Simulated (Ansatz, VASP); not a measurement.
## One calculation of ZnSe (Stilleite), two programs

The input INCAR:

```
SYSTEM = ZnSe
AGGAC    = 1.0          
AGGAX    = 1.0          
ALDAC    = 0.0          
ALDAX    = 1.0          
ALGO     = Normal         ! electronic algorithm
EDIFF    = 1E-6           ! SCF threshold, eV
ENCUT    = 520            ! plane-wave cutoff, eV
GGA      = B5             ! functional
ISIF     = 2              ! what is computed and relaxed
ISMEAR   = -1             ! smearing method
LASPH    = .True.         ! aspherical terms in the spheres
LCHARG   = .False.        ! write CHGCAR
LREAL    = .False.        ! projectors in reciprocal space
LWAVE    = .False.        ! write WAVECAR
NBANDS   = 16             ! bands
NELM     = 80             ! most SCF steps
PREC     = Accurate       ! precision mode
SIGMA    = 0.05           ! smearing width, eV
```

File KPOINTS:

```
k-points
0
Gamma
  8 8 8
  0 0 0
```

POSCAR

```
ZnSe
1.0
    0.0000000000      2.8338000000      2.8338000000
    2.8338000000      0.0000000000      2.8338000000
    2.8338000000      2.8338000000      0.0000000000
Se Zn
1 1
Direct
    0.7500000000      0.7500000000      0.7500000000
    0.0000000000      0.0000000000      0.0000000000
```

The input input.yaml:

```yaml
crystal:
  lattice:
    - [0.0, 2.8338, 2.8338]
    - [2.8338, 0.0, 2.8338]
    - [2.8338, 2.8338, 0.0]
  atoms:
    - { symbol: Se, position: [0.75, 0.75, 0.75] }
    - { symbol: Zn, position: [0.0, 0.0, 0.0] }
kpoints:
  mp_grid: { grid: [8, 8, 8] }
  band_path:
    path:
      - [0.0, 0.0, 0.0]
      - [0.5, 0.0, 0.5]
      - [0.5, 0.25, 0.75]
      - [0.375, 0.375, 0.75]
      - [0.0, 0.0, 0.0]
      - [0.5, 0.5, 0.5]
      - [0.625, 0.25, 0.625]
      - [0.5, 0.25, 0.75]
    npoints: 6
scf:
  occupations: { method: fermi_dirac, width: 0.05 }
hamiltonian:
  xc: blyp
  pseudopotentials: { kind: all_electron, lapw: { basis_error: 0.001 } }
output:
  forces: true
  stress: true
  eigenvalues: true
```

Alike in both runs: functional BLYP; k mesh 8 × 8 × 8; occupations fermi-dirac, width 0.05 eV; no spin polarisation.

```csv
,VASP,Ansatz
version,VASP 6.6.1,Ansatz 0.2.0
potentials or method,"VASP PAW PBE potentials, release 64 (Se, Zn)","all-electron LAPW, scalar-relativistic"
plane-wave cutoff (eV),520,see its input
task,single point,band structure
```

Ansatz gave:

* gap on the k mesh at the Fermi level (eV): 1.23
* least direct gap on the mesh (eV): 1.23
* pressure (GPa): 5.5

Problem. Estimate VASP's values.

Solution. gap on the k mesh at the Fermi level (eV): 1.27; least direct gap on the mesh (eV): 1.27; pressure (GPa): 5.8.

Ansatz ran all-electron here, so the differences hold the error of VASP's frozen core and of both bases.

Caveats: the PAW data sets were made with another functional, which shifts forces and pressure a little (VASP). Expect the measured gap to be larger: semilocal functionals such as BLYP lack the derivative discontinuity.
